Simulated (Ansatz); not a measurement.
Runs of Ansatz 0.2.0 on CdF2. The structure is cubic, space group Fm-3m (No. 225). The conventional cell has a = 5.388 Å, b = 5.388 Å, c = 5.388 Å, α = 90.00°, β = 90.00°, γ = 90.00°. Cd (site symmetry m-3m) has 8 F at 2.33 Å as nearest neighbours. Around F (site symmetry -43m) lie 4 Cd at 2.33 Å. 

| task | level | k mesh | atoms under strain | gap on the mesh (eV) |
| --- | --- | --- | --- | --- |
| elastic constants | LDA | 7 × 7 × 7 | relaxed | 2.87 |
| phonons | LDA | 7 × 7 × 7 | - | 2.87 |
| phonons | PBE | 7 × 7 × 7 | - | (a) |
| Born charges and dielectric tensor | LDA | 9 × 9 × 9 | - | 2.84 |

Alike in all rows: potentials or basis Ansatz PAW; no spin polarisation; cell as given; cutoff (eV) 420; smearing fixed.

Problem. Fill in the values left out.

Solution. (a) 3.16.

Caveats: odd divisions of the mesh miss points on the zone boundary, where band edges often lie, so the gap on the mesh can be too wide; the cell is more than 3 GPa from zero pressure, which shifts response properties (some runs).

A k mesh can miss the band edges, and the runs leave out spin-orbit coupling on Cd.
